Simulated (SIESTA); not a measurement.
The system is Pt.

```
Pt
1.0
     0.00000    1.96090    1.96090
     1.96090    0.00000    1.96090
     1.96090    1.96090    0.00000
Pt
1
Direct
  0.00000 0.00000 0.00000
```

Base run:

| Item | Value |
| --- | --- |
| Program | SIESTA 5.4.2 |
| Functional | PBE |
| Potentials or basis | PseudoDojo 0.4 standard (PBE files) |
| Basis | TZDP (energy shift 0.003 Ry; two zetas on semicore shells) |
| Grid cutoff | 800 Ry |
| Energy shift | 0.003 Ry |
| k mesh | 12 × 12 × 12 |
| Occupations | fermi-dirac, width 0.05 eV |
| Spin | no spin polarisation |

Its results: band gap on the k mesh none (metal or under the smearing width); pressure 14.4 GPa.

**Question.** The run is repeated on the same cell with these changes: basis from TZDP (energy shift 0.003 Ry; two zetas on semicore shells) to SZP (energy shift 0.003 Ry). What comes out?

**Answer.** Band gap on the k mesh none (metal or under the smearing width); pressure 17.9 GPa.

Caveats: short orbitals over semicore shells can move pressures by several GPa; spin-orbit coupling is left out, which moves the levels of the heavy elements; the basis of atomic orbitals isn't converged, which shifts pressures, moduli and gaps.
